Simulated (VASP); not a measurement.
# AlN (I4/mmm) in VASP: further runs

The runs below take AlN through single point, with r2SCAN.

Everything below comes from runs of VASP 6.6.1. Logs are shortened: lines on timing, memory, paths and dates and some standing lists are left out, and cuts for length are marked.

## Step 1: The cell of the first run

The structure is tetragonal, space group I4/mmm (No. 139). Conventional cell: a = 3.021 Å, b = 3.021 Å, c = 4.069 Å, α = 90.00°, β = 90.00°, γ = 90.00°. Al (site symmetry 4/mmm) is surrounded by 6 N at 2.03 to 2.14 Å. Around N (site symmetry 4/mmm) lie 6 Al at 2.03 to 2.14 Å.

Measurements of this composition are mostly on another form, of space group No. 186.

## Step 2: Single point, r2SCAN (strain +0.050 along x and y, +0.000 along z, atoms carried along)

File POSCAR:

```
AlN
1.0
    0.0000000000      2.1362439000      2.0345180000
    2.1362439000      0.0000000000      2.0345180000
    2.1362439000      2.1362439000      0.0000000000
Al N
1 1
Direct
    0.5000000000      0.5000000000      0.5000000000
    0.0000000000      0.0000000000      0.0000000000
```

File INCAR.step1:

```
SYSTEM = AlN
PREC     = Accurate       ! precision mode
ENCUT    = 520            ! plane-wave cutoff, eV
ISMEAR   = 0              ! smearing method
SIGMA    = 0.05           ! smearing width, eV
LREAL    = .False.        ! projectors in reciprocal space
LASPH    = .True.         ! aspherical terms in the spheres
NELM     = 100            ! most SCF steps
NBANDS   = 11             ! bands
GGA      = PE             ! functional
ALGO     = Normal         ! electronic algorithm
EDIFF    = 1E-4           ! SCF threshold, eV
LWAVE    = .True.         ! write WAVECAR
LCHARG   = .False.        ! write CHGCAR
```

File INCAR.step2:

```
SYSTEM = AlN
PREC     = Accurate       ! precision mode
ENCUT    = 520            ! plane-wave cutoff, eV
EDIFF    = 1E-6           ! SCF threshold, eV
ISMEAR   = 0              ! smearing method
SIGMA    = 0.05           ! smearing width, eV
LREAL    = .False.        ! projectors in reciprocal space
LASPH    = .True.         ! aspherical terms in the spheres
NELM     = 100            ! most SCF steps
ALGO     = Normal         ! electronic algorithm
ISIF     = 2              ! what is computed and relaxed
LWAVE    = .False.        ! write WAVECAR
LCHARG   = .True.         ! write CHGCAR
METAGGA  = R2SCAN         ! meta-GGA
LMIXTAU  = .True.       
LELF     = .True.         ! ELF
LVHAR    = .True.       
NBANDS   = 11             ! bands
ISTART   = 1
```

File KPOINTS:

```
Automatic mesh
0
Gamma
  10 10 10
  0 0 0
```

Potentials or basis: VASP PAW PBE potentials, release 64 (Al, N).

Run with:

```
cat potpaw_PBE.64/Al/POTCAR potpaw_PBE.64/N/POTCAR > POTCAR
cp INCAR.step1 INCAR
mpirun -np 1 vasp_std > vasp.out
cp INCAR.step2 INCAR
mpirun -np 1 vasp_std > vasp.out
```

OUTCAR:

```text
SYSTEM = AlN
   PREC = Accurate
   ENCUT = 520
   EDIFF = 1E-6
   ISMEAR = 0
   LREAL = .False.
   LASPH = .True.
   NELM = 100
   ISIF = 2
   METAGGA = R2SCAN
   ISTART = 1

 ion  position               nearest neighbor table
   1  0.500  0.500  0.500-   2 2.03   2 2.03   2 2.14   2 2.14   2 2.14   2 2.14
   2  0.000  0.000  0.000-   1 2.03   1 2.03   1 2.14   1 2.14   1 2.14   1 2.14

  LATTYP: Found a body centered tetragonal cell.
 ALAT       =     3.0211050959
 C/A-ratio  =     1.3468700594

  Lattice vectors:

 A1 = (   0.0000000000,  -2.1362439000,  -2.0345180000)
 A2 = (   0.0000000000,   2.1362439000,  -2.0345180000)
 A3 = (   2.1362439000,   0.0000000000,   2.0345180000)

Analysis of symmetry for initial positions (statically):
=====================================================================
 Subroutine PRICEL returns:
 Original cell was already a primitive cell.

 Routine SETGRP: Setting up the symmetry group for a
 body centered tetragonal supercell.

 Subroutine GETGRP returns: Found 16 space group operations
 (whereof 16 operations were pure point group operations)
 out of a pool of 16 trial point group operations.

The static configuration has the point symmetry D_4h.

Analysis of symmetry for dynamics (positions and initial velocities):
=====================================================================
 Subroutine PRICEL returns:
 Original cell was already a primitive cell.

 Routine SETGRP: Setting up the symmetry group for a
 body centered tetragonal supercell.

 Subroutine GETGRP returns: Found 16 space group operations
 (whereof 16 operations were pure point group operations)
 out of a pool of 16 trial point group operations.

The dynamic configuration has the point symmetry D_4h.

 Subroutine INISYM returns: Found 16 space group operations
 (whereof 16 operations are pure point group operations),
 and found     1 'primitive' translations

----------------------------------------------------------------------------------------

                                     Primitive cell

  volume of cell :      18.5692

  direct lattice vectors                    reciprocal lattice vectors
     0.000000000  2.136243900  2.034518000    -0.234055671  0.234055671  0.245758455
     2.136243900  0.000000000  2.034518000     0.234055671 -0.234055671  0.245758455
     2.136243900  2.136243900  0.000000000     0.234055671  0.234055671 -0.245758455

  length of vectors
     2.950051100  2.950051100  3.021105096     0.412263669  0.412263669  0.412263669

  position of ions in fractional coordinates (direct lattice)
     0.500000000  0.500000000  0.500000000
     0.000000000  0.000000000  0.000000000

  ion indices of the primitive-cell ions
   primitive index   ion index
                 1           1
                 2           2

----------------------------------------------------------------------------------------

 KPOINTS: Automatic mesh

Automatic generation of k-mesh.
 Grid dimensions read from file:
 generate k-points for:   10   10   10

 Generating k-lattice:

  Cartesian coordinates                     Fractional coordinates (reciprocal lattice)
    -0.023405567  0.023405567  0.024575845     0.100000000  0.000000000  0.000000000
     0.023405567 -0.023405567  0.024575845     0.000000000  0.100000000  0.000000000
     0.023405567  0.023405567 -0.024575845     0.000000000  0.000000000  0.100000000

  Length of vectors
     0.041226367  0.041226367  0.041226367

  Shift w.r.t. Gamma in fractional coordinates (k-lattice)
     0.000000000  0.000000000  0.000000000

 Subroutine IBZKPT returns following result:
 ===========================================

 Found    102 irreducible k-points:

 Following reciprocal coordinates:
            Coordinates               Weight
  0.000000  0.000000  0.000000      1.000000
  0.100000 -0.000000  0.000000      8.000000
  0.200000 -0.000000  0.000000      8.000000
  0.300000  0.000000  0.000000      8.000000
  0.400000 -0.000000  0.000000      8.000000
  0.500000 -0.000000  0.000000      4.000000
[... 16 lines left out ...]
  0.300000  0.300000  0.000000      2.000000
  0.400000  0.300000  0.000000      8.000000
 [... further k-points ...]
   k-points           NKPTS =    102   k-points in BZ     NKDIM =    102   number of bands    NBANDS=     11
   number of dos      NEDOS =    301   number of ions     NIONS =      2
   total plane-waves  NPLWV =  13824
   dimension x,y,z NGX =    24 NGY =   24 NGZ =   24
   dimension x,y,z NGXF=    48 NGYF=   48 NGZF=   48
   ions per type =               1   1
   NGX,Y,Z   is equivalent  to a cutoff of  13.52, 13.52, 13.21 a.u.
   NGXF,Y,Z  is equivalent  to a cutoff of  27.05, 27.05, 26.41 a.u.
 SYSTEM =  AlN
   PREC   = accura    normal or accurate (medium, high low for compatibility)
   ISTART =      1    job   : 0-new  1-cont  2-samecut
   ICHARG =      0    charge: 1-file 2-atom 10-const
   ISPIN  =      1    spin polarized calculation?
   LNONCOLLINEAR =      F non collinear calculations
   LSORBIT =      F    spin-orbit coupling
   LASPH  =      T    aspherical Exc in radial PAW
   ENCUT  =  520.0 eV  38.22 Ry    6.18 a.u.   5.49  5.49  5.62*2*pi/ulx,y,z
   NELM   =    100;   NELMIN=  2; NELMDL=  0     # of ELM steps
   EDIFF  = 0.1E-05   stopping-criterion for ELM
   LREAL  =      F    real-space projection
   EDIFFG = 0.1E-04   stopping-criterion for IOM
   NSW    =      0    number of steps for IOM
   IBRION =     -1    ionic relax: 0-MD 1-quasi-New 2-CG
   NFREE  =      0    steps in history (QN), initial steepest desc. (CG)
   ISIF   =      2    stress and relaxation
   ISYM   =      2    0-nonsym 1-usesym 2-fastsym
   POTIM  = 0.5000    time-step for ionic-motion
   TEBEG  =    0.0;   TEEND  =   0.0 temperature during run
   PSTRESS=    0.0 pullay stress
   NELECT =       8.0000    total number of electrons
   NUPDOWN=      -1.0000    fix difference up-down
   EMIN   =  10.00;   EMAX   =-10.00  energy-range for DOS
   EFERMI =   0.00;   METHOD = LEGACY
   ISMEAR =     0;   SIGMA  =   0.05  broadening in eV -4-tet -1-fermi 0-gaus
   EFERMI_NEDOS =   21; number of points for ismear=-14 and -15
   IALGO  =     38    algorithm
   IMIX   =      4    mixing-type and parameters
     AMIX     =   0.40;   BMIX     =  1.00
     AMIX_MAG =   1.60;   BMIX_MAG =  1.00
  volume/ion in A,a.u.               =       9.28        62.66
  Fermi-wavevector in a.u.,A,eV,Ry     =   1.236442  2.336537 20.800436  1.528789
  Thomas-Fermi vector in A             =   2.371050
   LORBIT       =      0    0 simple, 1 ext, 2 COOP (PROOUT), +10 PAW based schemes
   METAGGA = R2SCAN    functional components
   LHFCALC =     F    Hartree Fock is set to
   AEXX    =    0.0000 exact exchange contribution
   IVDW    =     0    specifies the selected vdW correction
   LEPSILON=     F    determine dielectric tensor
   LRPA    =     F    only Hartree local field effects (RPA)
 non-spin polarized calculation
 Gauss-broadening in eV      SIGMA  =   0.05
  energy-cutoff  :      520.00
  volume of cell :       18.57
 maximum number of plane-waves:       521
 NGX is ok and might be reduce to    24
   NGX = 11   NGY = 11   NGZ = 11

 number of electron       8.0000000 magnetization

 Free energy of the ion-electron system (eV)
  ---------------------------------------------------
  ext. energy  EPLUGINS =         0.00000000
  ---------------------------------------------------
  free energy    TOTEN  =       -18.68682336 eV

  energy without entropy =      -18.68682336  energy(sigma->0) =      -18.68682336

 E-fermi :   8.7435     XC(G=0): -12.3073

 val. band max:        8.4653426346   @ k =   0.0000   0.0000   0.0000
 cond. band min:      12.4906781548   @ k =   0.5000   0.5000   0.0000
 fundamental gap:      4.0253355201
 Fermi energy:         8.7434792024

 k-point     1 :       0.0000    0.0000    0.0000
  band No.  band energies     occupation
      1      -9.0437      2.00000
      2       8.0717      2.00000
      3       8.4653      2.00000
      4       8.4653      2.00000
      5      13.1783      0.00000
      6      20.6686      0.00000
      7      20.6686      0.00000
      8      21.3042      0.00000
      9      25.2770      0.00000
     10      26.0526      0.00000
     11      26.0526      0.00000

 k-point     2 :       0.1000   -0.0000    0.0000
  band No.  band energies     occupation
      1      -8.8583      2.00000
      2       7.2694      2.00000
      3       8.1599      2.00000
      4       8.3334      2.00000
      5      13.8887      0.00000
      6      20.0057      0.00000
      7      20.8907      0.00000
      8      21.3770      0.00000
      9      23.7838      0.00000
     10      24.7807      0.00000
     11      26.5525      0.00000

 k-point     3 :       0.2000   -0.0000    0.0000
  band No.  band energies     occupation
      1      -8.3233      2.00000
      2       5.2431      2.00000
      3       7.9277      2.00000
      4       8.0141      2.00000
      5      14.7942      0.00000
      6      19.3235      0.00000
      7      20.6293      0.00000
      8      21.5522      0.00000
      9      23.7388      0.00000
     10      24.1151      0.00000
     11      25.8373      0.00000
[... 267 lines left out ...]
 k-point    23 :       0.3000    0.3000    0.0000
  band No.  band energies     occupation
      1      -6.9113      2.00000
      2       3.6500      2.00000
      3       6.3420      2.00000
      4       6.3420      2.00000
      5      14.9133      0.00000
      6      15.6414      0.00000
      7      20.2820      0.00000
      8      23.3758      0.00000
      9      23.3758      0.00000
     10      28.1881      0.00000
     11      32.3488      0.00000

 k-point    24 :       0.4000    0.3000    0.0000
  band No.  band energies     occupation
      1      -6.2524      2.00000
      2       2.7607      2.00000
      3       5.7075      2.00000
      4       6.0673      2.00000
      5      14.2920      0.00000
      6      15.5936      0.00000
      7      20.6700      0.00000
      8      23.2952      0.00000
      9      24.1049      0.00000
     10      29.6147      0.00000
     11      33.1119      0.00000

 [... further k-points ...]

------------------------ aborting loop because EDIFF is reached ----------------------------------------

  FORCE on cell =-STRESS in cart. coord.  units (eV):
  Direction    XX          YY          ZZ          XY          YZ          ZX
  --------------------------------------------------------------------------------------
  -------------------------------------------------------------------------------------
  Total       -3.2581361     -3.2581361     -2.5424989      0.0000000      0.0000000      0.0000000
  in kB     -281.1166719   -281.1166719   -219.3704629      0.0000000      0.0000000      0.0000000
  external PRESSURE =    -260.5346022 kB  Pullay stress =       0.0000000 kB

 VOLUME and BASIS-vectors are now :
 -----------------------------------------------------------------------------
  energy-cutoff  :      520.00
  volume of cell :       18.57
      direct lattice vectors                 reciprocal lattice vectors
     0.000000000  2.136243900  2.034518000    -0.234055671  0.234055671  0.245758455
     2.136243900  0.000000000  2.034518000     0.234055671 -0.234055671  0.245758455
     2.136243900  2.136243900  0.000000000     0.234055671  0.234055671 -0.245758455

 POSITION                                       TOTAL-FORCE (eV/Angst)
 -----------------------------------------------------------------------------------
      2.13624      2.13624      2.03452         0.000000     -0.000000      0.000000
      0.00000      0.00000      0.00000        -0.000000      0.000000     -0.000000
 -----------------------------------------------------------------------------------
    total drift:                                0.000000     -0.000000     -0.000000

  FREE ENERGIE OF THE ION-ELECTRON SYSTEM (eV)
  ---------------------------------------------------
  free  energy   TOTEN  =       -18.6868233596 eV

  energy  without entropy=      -18.6868233596  energy(sigma->0) =      -18.68682336
```

Run time: 42 s. Hardware: 1 thread of Intel Xeon 6975P-C (Granite Rapids), shared host; peak memory 0.15 GiB.

Results:

```yaml
Free_energy: -18.6868 eV
Pressure: -26.1 GPa
Band_gap_on_the_k_mesh: 4.03 eV, indirect (least direct gap 4.71 eV)
```

Caveat: so large a pressure means that the cell lies far from this level's equilibrium, or that cutoff or potentials fall short; the potentials were made for another functional, which shifts forces and pressure. A k mesh can miss the band edges.

## Step 3: Single point, r2SCAN (strain +0.000 along x and y, -0.025 along z, atoms carried along)

File POSCAR:

```
AlN
1.0
    0.0000000000      2.0345180000      1.9836550500
    2.0345180000      0.0000000000      1.9836550500
    2.0345180000      2.0345180000      0.0000000000
Al N
1 1
Direct
    0.5000000000      0.5000000000      0.5000000000
    0.0000000000      0.0000000000      0.0000000000
```

File INCAR.step1:

```
  ALGO = Normal
  EDIFF = 1E-4
  ENCUT = 520
  GGA = PE
  ISMEAR = 0
  LASPH = T
  LCHARG = F
  LREAL = F
  LWAVE = T
  NBANDS = 11
  NELM = 100
  PREC = Accurate
  SIGMA = 0.05
```

File INCAR.step2:

```
  ALGO = Normal
  EDIFF = 1E-6
  ENCUT = 520
  ISIF = 2
  ISMEAR = 0
  ISTART = 1
  LASPH = T
  LCHARG = F
  LMIXTAU = T
  LREAL = F
  LWAVE = F
  METAGGA = R2SCAN
  NBANDS = 11
  NELM = 100
  PREC = Accurate
  SIGMA = 0.05
```

File KPOINTS:

```
k-points
0
Gamma
  10 10 10
```

Potentials or basis: VASP PAW PBE potentials, release 64 (Al, N).

Run with:

```
cat potpaw_PBE.64/Al/POTCAR potpaw_PBE.64/N/POTCAR > POTCAR
cp INCAR.step1 INCAR
mpirun -np 1 vasp_std > vasp.out
cp INCAR.step2 INCAR
mpirun -np 1 vasp_std > vasp.out
```

Run time: 33 s. Hardware: 1 thread of Intel Xeon 6975P-C (Granite Rapids), shared host; peak memory 0.15 GiB.

The run converged. Its results:

| Property | Result |
| --- | --- |
| Free energy | -18.8904 eV |
| Pressure | 0.1 GPa |
| Band gap on the k mesh | 5.34 eV, indirect (least direct gap 6.54 eV) |

Stress tensor (GPa, compression positive):
```
-2.48  0.00  0.00
 0.00 -2.48  0.00
 0.00  0.00  5.34
```

Levels at points of the mesh, in eV from the valence-band top:
```tsv
k point	band 1	band 2	band 3	band 4	band 5	band 6	band 7	band 8
(0.00, 0.00, 0.00)	-18.52	-0.19	0.00	0.00	6.54	12.76	12.76	13.12
(0.50, 0.00, 0.00)	-15.26	-8.55	-1.28	-1.19	6.87	11.60	12.24	14.66
(0.50, 0.50, 0.00)	-14.14	-7.57	-3.10	-3.10	5.34	5.75	15.60	18.57
(0.50, 0.00, 0.50)	-14.35	-7.69	-3.08	-2.74	5.57	6.00	15.28	18.40
```

Caveat: the PAW data sets were made with another functional, which shifts forces and pressure a little. A k mesh can miss the band edges.
